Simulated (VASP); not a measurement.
Write the native input for VASP 6.6.1 that does the following.

* Task: single point
* Functional: r2SCAN
* Potentials or basis: VASP PAW PBE potentials, release 64 (Pt, S)
* Cutoff: 900 eV
* k mesh: 13 × 13 × 8
* Occupations: gaussian, width 0.05 eV
* Spin: no spin polarisation
* Further INCAR settings: ADDGRID = False; ALGO = Normal; EDIFF = 1e-08

The structure of PtS2 lies in POSCAR:

```
PtS2
1.0
    3.5432000000      0.0000000000      0.0000000000
   -1.7716000000      3.0685012107      0.0000000000
    0.0000000000      0.0000000000      5.0388000000
Pt S
1 2
Direct
    0.0000000000      0.0000000000      0.0000000000
    0.6666666667      0.3333333333      0.7730000000
    0.3333333333      0.6666666667      0.2270000000
```

The input as run:

INCAR

```
SYSTEM = PtS2
  PREC = Accurate
  ENCUT = 900
  EDIFF = 1E-8
  ISMEAR = 0
  SIGMA = 0.05
  LREAL = .FALSE.
  LASPH = .TRUE.
  NELM = 100
  ALGO = Normal
  ISIF = 2
  LWAVE = .FALSE.
  LCHARG = .FALSE.
  METAGGA = R2SCAN
  LMIXTAU = .TRUE.
  ADDGRID = .FALSE.
```

KPOINTS

```
regular mesh
0
G
  13 13 8
  0 0 0
```

Potentials or basis: VASP PAW PBE potentials, release 64 (Pt, S).

Launch:

```sh
$ cat potpaw_PBE.64/Pt/POTCAR potpaw_PBE.64/S/POTCAR > POTCAR
$ mpirun -np 1 vasp_std > vasp.out
```

Results of the run:

The pressure is 9.3 GPa, the largest force is 1.211 eV/Å and the band gap on the k mesh is 0.95 eV, indirect (least direct gap 1.21 eV).

Caveat: the PAW data sets were made with another functional, which shifts forces and pressure a little; spin-orbit coupling is left out, which moves the levels of the heavy elements; an odd mesh through Γ misses points on the zone boundary, where band edges often lie.

Run time: 8.4 min on 1 thread of Intel(R) Xeon(R) Platinum 8559C (Emerald Rapids), on a shared host, peak memory 0.46 GiB.
